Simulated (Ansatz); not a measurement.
**Orbital-resolved density of states of Pb**

```xyz
2
Lattice="3.4800 0.0000 0.0000 -1.7400 3.0138 0.0000 0.0000 0.0000 5.5900" Properties=species:S:1:pos:R:3 pbc="T T T"
Pb    0.0000    2.0092    1.3975
Pb    1.7400    1.0046    4.1925
```

Atoms are numbered in the order listed.

The cell is COD entry 1537623, as deposited and not checked against the literature; nothing was relaxed.

No spin–orbit coupling, which matters for the heavy atoms here.

All numbers below come from DFT, PBE, all-electron LAPW, scalar-relativistic (Ansatz 0.2.0).

Settings: a Γ-centred 12×12×7 k mesh, Fermi–Dirac smearing of 0.05 eV, basis error target 0.5 meV/atom, no spin polarisation.

States per eV for one atom of each kind, in 0.4 eV bins named by their centres, from the Fermi level, projected on a minimal set of Löwdin-orthogonalised atomic shells; orbitals are real harmonics on the Cartesian axes, equal curves share a column, and empty bins are left out, as is all above 8.4 eV, near the top of the computed bands.

Pb1 6p:

```
# E all pz px=py
-11.5 0.03 0.01 0.01
-11.1 0.06 0.02 0.02
-10.7 0.07 0.02 0.02
-10.3 0.08 0.02 0.03
-9.9 0.09 0.03 0.03
-9.5 0.10 0.03 0.03
-9.1 0.11 0.04 0.04
-8.7 0.11 0.04 0.04
-8.3 0.11 0.04 0.04
-7.9 0.09 0.04 0.03
-7.5 0.07 0.03 0.02
-7.1 0.08 0.02 0.03
-6.7 0.02 0.00 0.01
-3.9 0.08 0.04 0.02
-3.5 0.26 0.09 0.08
-3.1 0.48 0.14 0.17
-2.7 0.70 0.20 0.25
-2.3 0.54 0.23 0.16
-1.9 0.37 0.13 0.12
-1.5 0.44 0.13 0.16
-1.1 0.45 0.14 0.16
-0.7 0.37 0.13 0.12
-0.3 0.55 0.22 0.17
0.1 0.43 0.16 0.14
0.5 0.45 0.13 0.16
0.9 0.49 0.13 0.18
1.3 0.45 0.12 0.17
1.7 0.54 0.14 0.20
2.1 0.65 0.20 0.22
2.5 0.60 0.19 0.21
2.9 0.58 0.18 0.20
3.3 0.61 0.21 0.20
3.7 0.64 0.23 0.20
4.1 0.53 0.20 0.17
4.5 0.71 0.29 0.21
4.9 0.69 0.28 0.20
5.3 0.48 0.15 0.17
5.7 0.37 0.10 0.13
6.1 0.26 0.07 0.09
6.5 0.21 0.06 0.07
6.9 0.16 0.05 0.06
7.3 0.12 0.03 0.04
7.7 0.08 0.03 0.02
```

Pb1 6s:

```
# E all
-11.9 0.03
-11.5 0.09
-11.1 0.12
-10.7 0.13
-10.3 0.15
-9.9 0.18
-9.5 0.21
-9.1 0.25
-8.7 0.32
-8.3 0.44
-7.9 0.48
-7.5 0.47
-7.1 0.78
-6.7 0.29
-3.5 0.01
-3.1 0.04
-2.7 0.06
-2.3 0.07
-1.9 0.07
-1.5 0.08
-1.1 0.08
-0.7 0.06
-0.3 0.07
0.1 0.07
0.5 0.04
0.9 0.05
1.3 0.04
1.7 0.04
2.1 0.05
2.5 0.03
2.9 0.03
3.3 0.02
3.7 0.02
4.1 0.02
4.5 0.02
4.9 0.01
5.3 0.01
5.7 0.01
```
